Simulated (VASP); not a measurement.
Li: single point with PBE

Crystal: Li.

```
Li
1.0
     3.92892    0.00000    0.00000
    -1.96446    3.40255    0.00000
     0.00000    0.00000    6.51864
Li
2
Direct
  0.33333 0.66667 0.25000
  0.66667 0.33333 0.75000
```

The cell isn't the ideal one: Rb replaced by Li, lengths x 0.749, strained and moved within the space group.

* Program: VASP 6.6.1
* Task: single point
* Functional: PBE
* Potentials or basis: VASP PAW PBE potentials, release 64 (Li_sv)
* Cutoff: 520 eV
* k mesh: 6 × 6 × 4
* Occupations: gaussian, width 0.1 eV
* Spin: no spin polarisation
* Dipole correction: no
* Further INCAR settings: ALGO = Normal; EDIFF = 1e-06; NBANDS = 10

```json
{"Band gap on the k mesh": "none (metal or under the smearing width)"}
```

Levels at points of the mesh, in eV from the Fermi level:
| k point | band 1 | band 2 | band 3 | band 4 | band 5 | band 6 | band 7 | band 8 |
| --- | --- | --- | --- | --- | --- | --- | --- | --- |
| (0.00, 0.00, 0.00) | -47.90 | -47.90 | -2.47 | 0.22 | 1.10 | 7.37 | 7.37 | 8.19 |
| (0.50, 0.00, 0.00) | -47.90 | -47.90 | 0.15 | 0.47 | 2.97 | 3.34 | 3.81 | 4.22 |
| (0.00, 0.00, 0.50) | -47.90 | -47.90 | -1.71 | -1.71 | 4.53 | 4.53 | 7.84 | 7.84 |
| (0.50, 0.00, 0.50) | -47.90 | -47.90 | 0.66 | 0.66 | 1.71 | 1.71 | 5.92 | 5.92 |

It took 9.4 s on 1 thread of Intel(R) Xeon(R) Platinum 8559C (Emerald Rapids), with other jobs on the host, peak memory 0.18 GiB.
